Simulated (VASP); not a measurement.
Input of a VASP 6.6.1 run:

POSCAR

```
ZnS
1.0
    3.1792338440      0.0000000000      0.0000000000
    0.0000000000      3.1792338440      0.0000000000
    0.0000000000      0.0000000000      3.1792338440
Zn S
1 1
Direct
    0.0000000000      0.0000000000      0.0000000000
    0.5000000000      0.5000000000      0.5000000000
```

File INCAR.step1:

```
ALGO = Normal ; EDIFF = 1E-5
ENCUT = 520 ; GGA = PE
ISIF = 2 ; ISMEAR = -1
LASPH = True ; LCHARG = False
LREAL = False ; LWAVE = True
NBANDS = 16 ; NELM = 80
PREC = Accurate ; SIGMA = 0.02
```

The input INCAR.step2:

```
ALGO = Normal ; EDIFF = 1E-6
ENCUT = 520 ; GGA = PE
HFSCREEN = 0.2079 ; ISIF = 2
ISMEAR = -1 ; ISTART = 1
LASPH = True ; LCHARG = False
LHFCALC = True ; LREAL = False
LWAVE = False ; NBANDS = 16
NELM = 80 ; PREC = Accurate
PRECFOCK = Normal ; SIGMA = 0.02
```

KPOINTS

```
k-points
0
Gamma
  4 4 4
```

Potentials or basis: VASP PAW PBE potentials, release 64 (Zn, S).

Run with:

```bash
$ cat potpaw_PBE.64/Zn/POTCAR potpaw_PBE.64/S/POTCAR > POTCAR
$ cp INCAR.step1 INCAR
$ mpirun -np 1 vasp_std > vasp.out
$ cp INCAR.step2 INCAR
$ mpirun -np 1 vasp_std > vasp.out
```

Task: What does it give for the pressure?

Result: 0.2 GPa.

Task: Estimate the band gap on the k mesh.

Result: None (metal or under the smearing width).

Caveat: the k mesh is coarse (spacing up to 0.49 Å⁻¹), so the values aren't converged, least of all with exact exchange; the PAW data sets were made with another functional, which shifts forces and pressure a little.
